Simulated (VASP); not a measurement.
Consider the following.

```yaml
crystal:
  lattice:
    - [0.00000, 2.56940, 2.49457]
    - [2.49457, 0.00000, 2.49457]
    - [2.49457, 2.56940, 0.00000]
  atoms:
    - { symbol: In, position: [0.00000, 0.00000, 0.00000] }
    - { symbol: N, position: [0.25000, 0.25000, 0.25000] }
```

Method: PBEsol GGA, VASP's PBE PAW potentials (set 64) (plane waves; VASP). Settings: 600 eV cut-off, 12×12×12 Γ-centred mesh, first-order Methfessel-Paxton smearing of 0.10 eV, potentials In_d N.

Question: Give the stress tensor in GPa (positive for a compressed cell).

Answer: 
```
-3.20   0.00   0.00
 0.00  -5.08   0.00
 0.00   0.00  -3.20
```
The pressure is its mean diagonal, -3.83 GPa.

The compound is InN in the zinc blende structure, a metastable form; wurtzite is the usual one. This cell was strained or had an atom moved on purpose.
